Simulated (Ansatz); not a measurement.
**Calculated ⁹⁷Mo nuclear quadrupole resonance for MoS₂ at a changed volume**

Cell: an entry of the Crystallography Open Database (COD), relaxed with PBE at fixed cell and then changed (volume scaled by 1.02, ions relaxed).

```xyz
3
Lattice="1.5920 0.9191 6.1639 -1.5920 0.9191 6.1639 0.0000 -1.8383 6.1639" Properties=species:S:1:pos:R:3 pbc="T T T"
Mo    0.0000    0.0000   -0.0001
S     0.0000    0.0000    4.6073
S     0.0000    0.0000    7.7212
```

Atoms are numbered from 1 in the order listed; like atoms form one site, named after its first atom.

Computed with Ansatz: DFT, PBE, plane waves and PAW, scalar-relativistic, collinear spin, 420 eV cutoff, Γ-centred 16×16×16 k-points, Fermi–Dirac smearing 0.02 eV. Start moments as typed (μB): 2 on each Mo, none on the rest.

⁹⁷Mo: I = 5/2, Q = 255.0 mb (year-2017 value). Static lattice, zero field.

Q: At which frequencies do the ⁹⁷Mo NQR lines lie?

A: For I = 5/2 and η = 0 the lines are 3|C_Q|/20 and twice that; η pulls their ratio below 2.

```csv
site,atoms,V_zz (10²¹ V/m²),C_Q (MHz),η,line frequencies (MHz)
Mo,1,-7.65,-47.2,0.00,"7.07, 14.1"
```

Q: And for ⁹⁵Mo (I = 5/2, Q = -22.00 mb) on Mo?

A: C_Q scales with Q to 4.07 MHz, with lines at 0.610, 1.22 MHz.

An axis of threefold or higher order runs through Mo, so V_zz lies along it and η is zero.

Without spin–orbit coupling (the program notes it for Mo) the gradients can shift somewhat, as the gap is small. The start moments die out, and the run ends without spin.
